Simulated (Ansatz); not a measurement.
# Pt: the cost of one run

Computed with Ansatz 0.2.0 (DFT PBEsol, scalar-relativistic, plane waves, PAW, unless a step's input says otherwise).

## 1. The starting structure

Symmetry: P6_3/mmc, No. 194, hexagonal system. Conventional cell: a = 2.725 Å, b = 2.725 Å, c = 4.707 Å, α = 90.00°, β = 90.00°, γ = 120.00°. Pt (site symmetry -6m2) has 12 Pt at 2.73 to 2.83 Å as nearest neighbours.

Coordinates:

```cif
data_structure
_symmetry_space_group_name_H-M 'P 1'
_symmetry_Int_Tables_number 1
_cell_length_a 2.7252
_cell_length_b 2.7252
_cell_length_c 4.7069
_cell_angle_alpha 90.000
_cell_angle_beta 90.000
_cell_angle_gamma 120.000
_cell_volume 30.27
loop_
_atom_site_label
_atom_site_type_symbol
_atom_site_fract_x
_atom_site_fract_y
_atom_site_fract_z
_atom_site_occupancy
Pt1 Pt 0.66667 0.33333 0.75000 1
Pt2 Pt 0.33333 0.66667 0.25000 1
```

It goes back to an entry of the Materials Project, which need not be the stable form.

It is the result of an earlier relaxation at this level (volume 15.14 Å³/atom; gap on the mesh: none (metal)).

## 2. What is varied

The energy is mapped over two homogeneous strains (x along [1 0 0], y along [1 2 0], z along [0 0 1] of the conventional cell).

The axes are (1) engineering shear strain xy: 7 values from −8.0 %; (2) normal strain along z: 7 values from −11.0 %.

Nothing else is relaxed (fractional coordinates fixed). Energies count from the relaxed crystal. Points are written as (first, second).

## 3. Point (−5.3 %, −11.0 %)

Contents of input.yaml:

```yaml
crystal:
  lattice:
    - [2.7251897179, -0.072626306, 0.0]
    - [-1.4254910849, 2.3963966788, 0.0]
    - [0.0, 0.0, 4.189160539]
  atoms:
    - { symbol: Pt, position: [0.6666666667, 0.3333333333, 0.75] }
    - { symbol: Pt, position: [0.3333333333, 0.6666666667, 0.25] }
basis:
  ecutwfc: 420
kpoints:
  mp_grid: { grid: [18, 18, 10] }
hamiltonian:
  xc: pbesol
scf:
  occupations: { method: gaussian, width: 0.15 }
output:
  forces: true
  stress: true
  eigenvalues: true
```

On the command line:

```bash
> ansatz run input.yaml --threads 1 --pin off --max-ram 2048MiB --backend cpu --events-out ev --progress --plain --runs-dir out
```

Q: Estimate wall time and peak memory on 1 thread of Arm Neoverse N1, shared host.

About 46 s, with a peak of 0.67 GiB.
